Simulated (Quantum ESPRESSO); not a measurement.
WS2 in Quantum ESPRESSO: the effect of Hubbard term

Crystal: WS2.

```
CELL_PARAMETERS angstrom
0.00000 3.00794 3.00794
3.00794 0.00000 3.00794
3.00794 3.00794 0.00000
ATOMIC_POSITIONS crystal
W 0.00000 0.00000 0.00000
S 0.25000 0.25000 0.25000
S 0.75000 0.75000 0.75000
```

Measurements of this composition are mostly on another form, of space group No. 194.

Alike in all runs:

```yaml
Program: Quantum ESPRESSO 7.5
Task: single point
Functional: LDA
Potentials_or_basis: GBRV 1.5 LDA
Cutoff: 762 eV
Density_cutoff: 6095 eV
k_mesh: 6 × 6 × 6
Occupations: gaussian, width 0.05 eV
Spin: collinear spin, ferromagnetic start
Starting_moments: "[2.0, 0.0, 0.0] μB"
Hubbard_projectors: ortho-atomic
Double: 4
Start_of_the_occupations: atomic
Moments_locked: none
Magnetic_state_asked_for: free
Form_of_the_LDA_correlation: PZ81
```

| Hubbard term | pressure (GPa) | moment (μB) |
| --- | --- | --- |
| W d U = 1 eV | -12.1 | 1.86 |
| W d U = 2 eV | -10.7 | 1.91 |
| W d U = 3 eV | -9.1 | 1.96 |
| W d U = 4 eV | -7.9 | 1.98 |
| W d U = 5 eV | -6.8 | 1.98 |
| W d U = 6 eV | ? | ? |
| W d U = 8 eV | -2.9 | 2.00 |

**Question.** What does the run with Hubbard term W d U = 6 eV give?

**Answer.** Pressure -5.5 GPa; moment 2.00 μB.

Worked out: A parabola through the other rows of the pressure, of slope 1.25 GPa per eV there, gives -5.4 GPa, against the run's -5.5. A parabola through the other rows of the moment, of slope 0.00539 μB per eV there, gives 2.00 μB, against the run's 2.00.

Runs at the PBE level aren't shown here.
